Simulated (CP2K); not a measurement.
# Sb in CP2K: the effect of functional

Crystal: Sb.

```
CELL_PARAMETERS angstrom
4.50666 0.00000 0.00000
2.44723 3.78432 0.00000
2.44723 1.33179 3.54223
ATOMIC_POSITIONS crystal
Sb 0.76651 0.76651 0.76651
Sb 0.23349 0.23349 0.23349
```

Alike in all runs:

| Property | Result |
| --- | --- |
| Program | CP2K 2026.2 |
| Task | single point |
| Potentials or basis | POTENTIAL_UZH Sb GTH-PBE-q5; TZVP-MOLOPT-PBE-GTH basis |
| Density cutoff | 9184 eV |
| k mesh | 8 × 8 × 8 |
| Occupations | fermi-dirac, width 0.05 eV |
| Spin | no spin polarisation |

```csv
functional,pressure (GPa),largest force (eV/Å)
PBE,3.6,0.22
LDA,2.6,0.33
PBEsol,2.5,0.32
optB88-vdW,5.0,0.18
revPBE,3.9,0.19
vdW-DF-cx,3.4,0.28
TASK,?,?
```

Problem. What does the run with functional TASK give?

Solution. Pressure 5.3 GPa; largest force 0.10 eV/Å.

Caveats: the basis of atomic orbitals isn't converged, which shifts pressures, moduli and gaps; the potentials were made for another functional, which shifts forces and pressure (some runs).
